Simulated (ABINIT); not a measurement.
An input for ABINIT 10.8.3 (patched build) (Be):

The input run.py:

```python
import json, os
import numpy as np
from ase.units import GPa
from ase.calculators.abinit import Abinit, AbinitProfile
from ase import Atoms

atoms = Atoms(['Be'],
              cell=[[-1.2531209513, 1.2531209513, 1.2531209513], [1.2531209513, -1.2531209513, 1.2531209513], [1.2531209513, 1.2531209513, -1.2531209513]],
              scaled_positions=[[0.0, 0.0, 0.0]],
              pbc=True)
atoms.set_initial_magnetic_moments([0.5])

profile = AbinitProfile(command='abinit', pp_paths=[os.path.abspath('pseudos')])
params = dict(
    pps='fhi', xc='LDA',
    ecut=1034.0327,
    kptopt=1,
    ngkpt=[15, 15, 15],
    nshiftk=1,
    shiftk=[0.0, 0.0, 0.0],
    ixc=1,
    nband=6,
    occopt=3,
    tsmear=0.136,
    nstep=50,
    tolvrs=1e-10,
    prtwf=0,
    prtden=0,
)

atoms.calc = Abinit(profile=profile, directory='run', **params)
energy = atoms.get_potential_energy()
forces = atoms.get_forces()
stress = atoms.get_stress()
print(f'energy {energy:.6f} eV')
print('forces (eV/A)')
print(np.round(forces, 5))
print('stress (GPa, Voigt, tension positive)', np.round(stress / GPa, 4))
json.dump(dict(energy=energy, forces=forces.tolist(), stress=stress.tolist(), cell=atoms.cell.tolist(), frac=atoms.get_scaled_positions(wrap=False).tolist()), open('results.json', 'w'))
```

Potentials or basis: PseudoDojo NC SR LDA v0.4.1 standard.

Run with:

```sh
$ python run.py
```

Question: What does the program do with it?

Answer: The run stopped without a result. It printed:

Output:

```text
Traceback (most recent call last):
  File "./run.py", line 32, in <module>
  File "ase/atoms.py", line 1971, in get_potential_energy
  File "ase/abc.py", line 25, in get_potential_energy
  File "ase/calculator.py", line 517, in get_property
  File "ase/genericfileio.py", line 335, in calculate
  File "ase/genericfileio.py", line 326, in write_inputfiles
  File "ase/abinit.py", line 79, in write_input
  File "ase/io/abinit.py", line 560, in prepare_abinit_input
  File "ase/io/abinit.py", line 739, in get_ppp_list
RuntimeError: Could not find lda pseudopotential fhi for Be in ['./pseudos']
```
